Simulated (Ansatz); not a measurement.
Runs of Ansatz 0.2.0 on Bi. The structure is monoclinic, space group C2/m (No. 12). Conventional cell: a = 6.977 Å, b = 6.265 Å, c = 3.359 Å, α = 90.00°, β = 112.04°, γ = 90.00°. Around Bi (site symmetry m) lie 6 Bi at 3.21 to 3.45 Å. This isn't the form of Bi at room conditions, which is rhombohedral.

```csv
level,gap on the mesh (eV),pressure (GPa),relaxed volume (Å³/atom)
r2SCAN+D3(BJ),none,0.0,(b)
r2SCAN+D3(BJ)-ATM,none,0.0,33.11
r2SCAN+D4,none,0.0,33.24
r2SCAN,none,0.0,(a)
r2SCAN+rVV10,none,0.0,33.02
```

Alike in all rows: task relaxation of cell and atoms; potentials or basis Ansatz PAW; no spin polarisation; cell relaxed; k mesh 6 × 6 × 9; cutoff (eV) 500; smearing fermi-dirac 0.05 eV.

Fill in the values left out.

(a) 35.39; (b) 32.95.

Caveats: the plane-wave basis is chosen anew once the cell has moved, so the energies of steps on either side of that aren't comparable; spin-orbit coupling is left out, which moves the levels of the heavy elements; the PAW data sets come from PBE, with cores solved anew for the run's functional, which leaves a small shift of forces and pressure; pairwise dispersion overbinds metals, which lowers pressure and volume (some runs); the dispersion damping was fitted for another functional or another form of the correction (some runs).

A k mesh can miss the band edges, and the runs leave out spin-orbit coupling on Bi.

A gap of «none» marks a metal or a gap under the smearing width.
